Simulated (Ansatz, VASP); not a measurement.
# One calculation of Sn, two programs

The input INCAR:

```
SYSTEM = Sn
PREC = Accurate ; ENCUT = 520
EDIFF = 1E-6 ; ISMEAR = -1
SIGMA = 0.05 ; LREAL = .FALSE.
LASPH = .TRUE. ; NELM = 60
ALGO = Fast ; ISIF = 2
LWAVE = .FALSE. ; LCHARG = .FALSE.
GGA = PE ; NBANDS = 13
```

File KPOINTS:

```
regular mesh
0
G
  10 10 10
  0 0 0
```

POSCAR

```
Sn
1.0
   -1.8690452773      1.8690452773      1.8690452773
    1.8690452773     -1.8690452773      1.8690452773
    1.8690452773      1.8690452773     -1.8690452773
Sn
1
Direct
    0.0000000000      0.0000000000      0.0000000000
```

input.yaml

```yaml
crystal:
  lattice:
    - [-1.8690452773, 1.8690452773, 1.8690452773]
    - [1.8690452773, -1.8690452773, 1.8690452773]
    - [1.8690452773, 1.8690452773, -1.8690452773]
  atoms:
    - { symbol: Sn, position: [0.0, 0.0, 0.0] }
hamiltonian:
  xc: pbe
  pseudopotentials: { kind: paw, azcp: { folder: soft_1 } }
kpoints:
  mp_grid: { grid: [10, 10, 10] }
scf:
  occupations: { method: fermi_dirac, width: 0.05 }
output:
  forces: true
  stress: true
  eigenvalues: true
  write_density: true
  write_potential: true
  elf: true
  volumetric_format: npy
```

This isn't the form of Sn at room conditions, which is tetragonal (white tin).

Alike in both runs: task single point; functional PBE; k mesh 10 × 10 × 10; occupations fermi-dirac, width 0.05 eV; no spin polarisation.

|  | VASP | Ansatz |
| --- | --- | --- |
| version | VASP 6.6.1 | Ansatz 0.2.0 |
| potentials or method | VASP PAW PBE potentials, release 64 (Sn_d) | Ansatz PAW soft_1 |
| plane-wave cutoff (eV) | 520 | 420 |
| valence electrons in the cell | 14 | 14 |

|  | VASP | Ansatz | Ansatz less VASP |
| --- | --- | --- | --- |
| gap on the k mesh at the Fermi level (eV) | none | none | - |
| pressure (GPa) | 2.8 | 2.7 | -0.02 |

A gap of «none» marks a metal or a gap that the smearing closes.
